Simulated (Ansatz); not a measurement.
## SiO2 with an O vacancy: gradients before and after relaxing the atoms

Start: a supercell of SiO2 (space group I-43m) built from a Materials Project structure (computed, not necessarily an observed phase), with all atoms left at the host's positions.

Space group Cm (No. 8); a = 12.6105, b = 12.6105, c = 8.9170 Å.

```
site  Wyckoff  site symmetry       x       y       z
 Si1       4b              1  0.1250  0.1250  0.5000
 Si2       4b              1  0.1250  0.6250  0.0000
 Si3       4b              1  0.8750  0.1250  0.5000
 Si4       4b              1  0.8750  0.6250  0.0000
 Si5       4b              1  0.2500  0.2500  0.2500
 Si6       4b              1  0.7500  0.2500  0.7500
 O13       2a              m  0.8529  0.5000  0.0155
 O14       4b              1  0.1687  0.3158  0.1471
 O15       4b              1  0.1687  0.8158  0.6471
 O18       2a              m  0.6471  0.5000  0.5155
 O19       2a              m  0.1471  0.5000  0.0155
 O20       4b              1  0.8313  0.6842  0.1471
 O21       4b              1  0.8313  0.1842  0.6471
 O24       4b              1  0.0000  0.1471  0.4845
 O25       4b              1  0.0000  0.6471  0.9845
 O26       4b              1  0.1842  0.3313  0.8529
 O27       4b              1  0.6842  0.3313  0.3529
 O28       4b              1  0.8158  0.3313  0.8529
 O29       4b              1  0.3158  0.3313  0.3529
```

One atom of each set is listed; the run and its k-mesh use a cell of 35 atoms with edges of 8.92, 8.92, 8.92 Å.

Method: Kohn–Sham DFT in Ansatz, PBE, plane waves and PAW, scalar-relativistic, 420 eV cutoff, Γ-centred 2×2×2 k-points, Fermi–Dirac smearing 0.01 eV, cell charge +2.

The largest force at the start is 2.1 eV/Å. Relaxing the ions at fixed cell moves them by 0.608 Å at most (atom 3, Si) and 0.226 Å rms.

```csv
site,moved (Å),first shell before,first shell after,V_zz before (10²¹ V/m²),η before
Si1,0.085,4 O at 1.61 Å,4 O at 1.61–1.67 Å,-0.91,0.81
Si2,0.045,4 O at 1.61 Å,4 O at 1.61–1.64 Å,-0.75,0.08
Si3,0.608,3 O at 1.61 Å,3 O at 1.56–1.57 Å,4.58,0.20
Si4,0.028,4 O at 1.61 Å,4 O at 1.62–1.63 Å,-0.75,0.21
Si5,0.129,4 O at 1.61 Å,4 O at 1.60–1.68 Å,0.92,0.96
Si6,0.104,4 O at 1.61 Å,4 O at 1.60–1.69 Å,-0.89,0.89
O19,0.138,"2 Si at 1.61 Å, angle 158°","2 Si at 1.61 Å, angle 155°",9.06,0.15
O21,0.255,"2 Si at 1.61 Å, angle 158°","2 Si at 1.57–1.69 Å, angle 143°",10.59,0.33
O24,0.196,"2 Si at 1.61 Å, angle 158°","2 Si at 1.56–1.67 Å, angle 159°",10.17,0.60
O29,0.134,"2 Si at 1.61 Å, angle 158°","2 Si at 1.57–1.68 Å, angle 142°",11.01,0.23
```

Problem. What are V_zz and η after the relaxation?

Solution. 

```csv
site,V_zz after,η after,change of V_zz
Si1,2.69,0.28,–
Si2,1.02,0.33,–
Si3,11.83,0.01,+7.25
Si4,1.03,0.49,–
Si5,3.36,0.16,+2.44
Si6,3.26,0.19,–
O19,10.14,0.09,+1.08
O21,9.33,0.37,-1.26
O24,10.28,0.45,+0.11
O29,9.65,0.70,-1.36
```

The largest change of V_zz along a kept axis is on Si3, from 4.58 to 11.83. In per cent, |V_zz| changes by +158 on Si, -12 to +12 on O (all sites that start above 2). Where |V_zz| stays above 0.1 and the axes keep their order, η moves most on O29, from 0.23 to 0.70. On Si5 V_xx and V_yy change places (or their axes turn by over 50°), so the two values of η hide a larger change. On Si1, Si6, Si2, Si4 the largest principal value lies along another axis in the second run, so the two V_zz can't be compared directly. The table leaves out 9 of the 19 sites, with |V_zz| up to 10.07; their tensors move by 1.91 at most along any direction. The statements above cover all sites. The electronic state changes along with the positions (a gap opens), so the changes aren't those of geometry alone. The host's own positions weren't relaxed first, so part of the change far from the defect can be the host's relaxation.

The defect repeats with the cell of 35 atoms, so it feels its images: sites between two images don't show the values beside a lone defect, and zeros or small values of η there can come from the images' arrangement. O and Si carry a gradient in the pure host already, so the values there aren't the defect's effect alone. A uniform background compensates the cell's charge.
Before: The run isn't spin-polarised, and a state with spin may lie lower. The defect cell has no gap above 0.1 eV on its mesh, so the values can hang on the smearing and the k-mesh. The neighbours have not yet relaxed around the defect (largest force 2.1 eV/Å), so a real crystal will differ.
